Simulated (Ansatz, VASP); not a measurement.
CdS (Greenockite) in VASP and in Ansatz

```xyz
4
Lattice="4.3320 0.0000 0.0000 -2.1660 3.7516 0.0000 0.0000 0.0000 7.0493" Properties=species:S:1:pos:R:3 pbc="T T T"
Cd    0.0000    2.5011   -0.0056
Cd    2.1660    1.2505    3.5191
S     0.0000    2.5011    2.6491
S     2.1660    1.2505    6.1737
```

Alike in both runs: functional PBE; k mesh 9 × 9 × 4; occupations gaussian, width 0.02 eV; no spin polarisation.

Ansatz relaxed the structure, and its values are those at the end. VASP's run is a single point on that final structure, the one shown.

|  | VASP | Ansatz |
| --- | --- | --- |
| version | VASP 6.6.1 | Ansatz 0.2.0 |
| potentials or method | VASP PAW PBE potentials, release 64 (Cd, S) | scalar-relativistic, plane waves, PAW |
| plane-wave cutoff (eV) | 520 | 420 |
| valence electrons in the cell | 36 | 52 |

|  | VASP | Ansatz | Ansatz less VASP |
| --- | --- | --- | --- |
| gap on the k mesh at the Fermi level (eV) | 0.88 | 0.88 | +0.002 |
| least direct gap on the mesh (eV) | 0.88 | 0.88 | +0.002 |
| pressure (GPa) | -3.9 | -4.1 | -0.20 |

The functional is the same, so the differences come from potentials, cutoffs and numerics. The two sets of potentials don't hold the same shells in valence.

Expect the measured gap to be larger: semilocal functionals such as PBE lack the derivative discontinuity.
